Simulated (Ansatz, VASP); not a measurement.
## Two plane-wave programs on KBr

The input INCAR:

```
SYSTEM = KBr
PREC = Accurate
ENCUT = 520
EDIFF = 1E-7
ISMEAR = -1
SIGMA = 0.05
LREAL = .FALSE.
LASPH = .TRUE.
NELM = 60
ALGO = Normal
ISIF = 2
LWAVE = .FALSE.
LCHARG = .FALSE.
GGA = PE
NBANDS = 15
```

File KPOINTS:

```
regular mesh
0
G
  7 7 7
  0 0 0
```

POSCAR

```
KBr
1.0
    4.1228034279      0.0000000000      0.0000000000
    0.0000000000      4.1228034279      0.0000000000
    0.0000000000      0.0000000000      4.1228034279
Br K
1 1
Direct
    0.5000000000      0.5000000000      0.5000000000
    0.0000000000      0.0000000000      0.0000000000
```

Contents of input.yaml:

```yaml
crystal:
  lattice:
    - [4.1228034279, 0.0, 0.0]
    - [0.0, 4.1228034279, 0.0]
    - [0.0, 0.0, 4.1228034279]
  atoms:
    - { symbol: Br, position: [0.5, 0.5, 0.5] }
    - { symbol: K, position: [0.0, 0.0, 0.0] }
hamiltonian:
  xc: pbe
  pseudopotentials: { kind: paw }
kpoints:
  mp_grid: { grid: [7, 7, 7] }
scf:
  occupations: { method: fermi_dirac, width: 0.05 }
output:
  forces: true
  stress: true
  eigenvalues: true
```

Change from the starting cell: volume scaled by 1.06.

Alike in both runs: task single point; functional PBE; k mesh 7 × 7 × 7; occupations fermi-dirac, width 0.05 eV; no spin polarisation.

|  | VASP | Ansatz |
| --- | --- | --- |
| version | VASP 6.6.1 | Ansatz 0.2.0 |
| potentials or method | VASP PAW PBE potentials, release 64 (Br, K_sv) | Ansatz PAW |
| plane-wave cutoff (eV) | 520 | 420 |
| valence electrons in the cell | 16 | 16 |

```tsv
	VASP	Ansatz	Ansatz less VASP
gap on the k mesh at the Fermi level (eV)	3.72	3.72	0.000
least direct gap on the mesh (eV)	3.94	3.94	0.000
pressure (GPa)	-0.8	-0.8	-0.02
```

Caveats: an odd mesh through Γ misses points on the zone boundary, where band edges often lie (VASP); odd divisions of the mesh miss points on the zone boundary, where band edges often lie, so the gap on the mesh can be too wide (Ansatz).
